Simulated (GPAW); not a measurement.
Runs of GPAW 26.7.0 on Cu. Symmetry: Fm-3m, No. 225, cubic system. The conventional cell has a = 3.615 Å, b = 3.615 Å, c = 3.615 Å, α = 90.00°, β = 90.00°, γ = 90.00°. Cu (site symmetry m-3m) is surrounded by 12 Cu at 2.56 Å. 

```csv
task,level,potentials or basis,spin,U,cell,k mesh,cutoff (eV),smearing,maxiter,band path,band points,spin axis theta (degrees),spin axis phi (degrees),grid spacing,other keys,mesh quality,gap on the mesh (eV),pressure (GPa)
band structure,RPBE,"the program's PAW data sets (release 1.2.1) made for this functional, pw","SOC, no magnetisation",-,volume scaled by 1.25,12 × 12 × 12,600,fermi-dirac 0.05 eV,150,"GXWKGLUWLK,UX",60,0,0,-,-,not flagged,-,(a)
single point,MS2+U,"GPAW PAW data sets (gpaw-data 1.2.1), pw",off,Cu d U = 3 eV,as given,13 × 13 × 13,600,fermi-dirac 0.05 eV,150,-,-,-,-,-,-,not flagged,none,-6.0
single point,RPBE,"the program's PAW data sets (release 1.2.1) made for this functional, pw",off,-,cell strained at random at fixed volume,10 × 10 × 10,500,fermi-dirac 0.01 eV,150,-,-,-,-,-,-,not flagged,none,7.2
qha,r2SCAN+D3(BJ),"GPAW PAW data sets (gpaw-data 1.2.1), pw",off,-,relaxed,8 × 8 × 8,510,fermi-dirac 0.05 eV,150,-,-,-,-,-,-,coarse,none,0.0
hybrid scf,r2SCAN50+D4,"GPAW PAW data sets (gpaw-data 1.2.1), pw",off,-,as given,3 × 3 × 3,500,fermi-dirac 0.05 eV,50,-,-,-,-,-,"several, not listed",coarse,none,-
```

Q: Fill in the values left out.

A: (a) -12.8.

Caveats: some runs use coarse meshes; with this Cu data set, volumes or pressures lay over 1.5 % or 2 GPa off other programs in two to four cells of ten (some runs); the PAW data sets were made with another functional, which shifts forces and pressure a little (some runs); the cutoff is short for stress and forces, so pressures can be off by a GPa or more (some runs); pairwise dispersion overbinds metals, which lowers pressure and volume (some runs); spin-orbit coupling was added after a scalar SCF, so levels and gaps hold it while energy, forces, pressure and moments don't (some runs); U without spin polarisation on a metal has little footing (some runs); the U is typed as a test and isn't derived for this compound (some runs).

A gap of «none» marks a metal or a gap under the smearing width.

Runs at the PBE level aren't shown here.
